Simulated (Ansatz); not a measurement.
# Pressure series in LaAlO3

The reference is LaAlO$_{3}$ in the cubic perovskite structure (space group Pm-3m, No. 221).

```xyz
5
Lattice="3.8121 0.0000 0.0000 0.0000 3.8121 0.0000 0.0000 0.0000 3.8121" Properties=species:S:1:pos:R:3 pbc="T T T"
La     1.9061     1.9061     1.9061
Al     0.0000     0.0000     0.0000
O      0.0000     1.9061     0.0000
O      1.9061     0.0000     0.0000
O      0.0000     0.0000     1.9061
```

Cell and atoms are relaxed at each pressure.

The values are results of Kohn–Sham DFT with the PBE functional, run in Ansatz (an electronic-structure program) with PAW and 420 eV plane waves, no spin-orbit coupling, earlier PAW set, not measurements.

```tsv
change	lattice parameter a	band gap	gap character
base	3.812 Å	3.50 eV	indirect, R → Γ
pressure −2 GPa	3.826 Å	3.48 eV	indirect, R → Γ
pressure −1 GPa	3.819 Å	3.49 eV	indirect, R → Γ
pressure 3 GPa	3.793 Å	3.53 eV	indirect, R → Γ
pressure 7 GPa	3.769 Å	3.56 eV	indirect, R → Γ
pressure 15 GPa	3.727 Å	3.63 eV	indirect, R → Γ
pressure 30 GPa	3.662 Å	3.70 eV	direct at Γ
pressure 75 GPa	3.523 Å	3.70 eV	direct at Γ
pressure 100 GPa	3.466 Å	3.68 eV	direct at Γ
```

Load acts through the strain it causes; cell and atoms are relaxed under it. Whether these cells are dynamically stable was not tested. No other phases were tried under pressure. Many cubic perovskites are stable only at high temperature; tilts and polar distortions were not tested.
